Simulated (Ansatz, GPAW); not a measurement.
## ZrC: 3 runs at one level of theory

```
Zr C
1.0
     0.00000    2.36500    2.36500
     2.36500    0.00000    2.36500
     2.36500    2.36500    0.00000
Zr C
1 1
Direct
  0.50000 0.50000 0.50000
  0.00000 0.00000 0.00000
```

Alike in all runs: task single point; functional RPBE; k mesh 10 × 10 × 10; occupations gaussian, width 0.05 eV; no spin polarisation; no spin-orbit coupling. Pressure is positive in compression and, in plane waves, holds the error of the finite cutoff, which Ansatz's Pulay term estimates and takes out.

```tsv
program and potentials	plane-wave cutoff (eV)	notes	band gap (eV)	pressure (GPa)
Ansatz, Ansatz PAW	420	potentials made for PBE, which Ansatz adapts in part; Pulay term of +0.17 GPa included	no gap	0.31
GPAW, the program's PAW data sets (release 1.2.1) made for this functional	800	-	no gap	-0.34
Ansatz, all-electron LAPW, scalar-relativistic	-	-	no gap	0.36
```

None finds a gap. The pressure spans -0.34 (GPAW, the program's PAW data sets (release 1.2.1) made for this functional) to 0.36 GPa (Ansatz, all-electron LAPW, scalar-relativistic), with all-electron results at 0.36. Some sets were made for another functional than the one run, which can shift their rows.

Differences between rows come from potentials, basis sets and numerical settings, since the functional is the same but for its coding. Runs on potential files found faulty are left out.
